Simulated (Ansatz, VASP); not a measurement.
# One calculation of LiF, two programs

```
Li F
1.0
     0.00000    2.03414    2.01400
     2.03414    0.00000    2.01400
     2.03414    2.03414    0.00000
Li F
1 1
Direct
  0.00000 0.00000 0.00000
  0.50000 0.50000 0.50000
```

Change from the starting cell: equal xx and yy strain of +1 %, PAW files.

Alike in both runs: task electric field gradients; functional PBE; k mesh 10 × 10 × 10; occupations fermi-dirac, width 0.03 eV; no spin polarisation.

|  | VASP | Ansatz |
| --- | --- | --- |
| version | VASP 6.6.1 | Ansatz 0.2.0 |
| potentials or method | VASP PAW PBE potentials, release 64 (Li_sv, F) | PAW with Ansatz's default frozen-core files, scalar-relativistic |
| plane-wave cutoff (eV) | 520 | 420 |
| valence electrons in the cell | 10 | 10 |

Ansatz gave:

```
gap on the k mesh at the Fermi level (eV)                      : 8.91
Vzz of the field gradient on the site that differs most (V/Å²) : -0.2
```

Question: Estimate VASP's values.

Answer: gap on the k mesh at the Fermi level (eV): 8.90; Vzz of the field gradient on the site that differs most (V/Å²): -0.3.

 A k mesh can miss the band edges.
